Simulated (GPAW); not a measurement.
A run of GPAW 26.7.0:

The input run.py:

```python
from ase.eos import EquationOfState
from ase.io import Trajectory
from ase.spacegroup import crystal
from ase.units import GPa
from gpaw import GPAW, PW

# As 4c
# Ga 4a
atoms = crystal(['As', 'Ga'],
                basis=[[0.25, 0.25, 0.25],
                       [0.0, 0.0, 0.0]],
                spacegroup=216, setting=1,  # F-43m
                cellpar=[5.6537, 5.6537, 5.6537, 90.0, 90.0, 90.0],
                primitive_cell=True)

traj = Trajectory('eos.traj', 'w')
volumes, energies = [], []
for x in [0.94, 0.96, 0.98, 1.0, 1.02, 1.04, 1.06]:
    a = atoms.copy()
    a.set_cell(atoms.cell * x**(1 / 3), scale_atoms=True)
    calc = GPAW(mode=PW(600),
                xc='MGGA_X_MS2+GGA_C_REGTPSS',
                kpts={'size': (8, 8, 8), 'gamma': True},
                occupations={'name': 'fermi-dirac', 'width': 0.05},
                nbands=11,
                convergence={'density': 1e-05, 'energy': 1e-05},
                maxiter=150,
                txt=f'eos-{x:.2f}.txt')
    a.calc = calc
    energies.append(a.get_potential_energy(force_consistent=True))
    volumes.append(a.get_volume())
    p = -a.get_stress()[:3].mean() / GPa
    calc.write(f'eos-{x:.2f}.gpw')
    traj.write(a)
    print(f'{x:.2f} {volumes[-1]:10.4f} A^3 {energies[-1]:14.6f} eV {p:9.3f} GPa', flush=True)

v0, e0, B = EquationOfState(volumes, energies, eos='birchmurnaghan').fit()
print(f'V0 = {v0:.4f} A^3, E0 = {e0:.6f} eV, B0 = {B / GPa:.2f} GPa')
```

Potentials or basis: GPAW PAW data sets (gpaw-data 1.2.1), pw.

Launch:

```sh
$ OMP_NUM_THREADS=1 python run.py
```

Hardware: 1 thread of Arm Neoverse V2, with other jobs on the host.

How long does it take, and how much memory?

It took 3.9 min on 1 thread of Arm Neoverse V2 (shared host), peak memory 0.6 GiB. Counts: scf iterations 93, plane waves 1428, bands 11, k points 29.
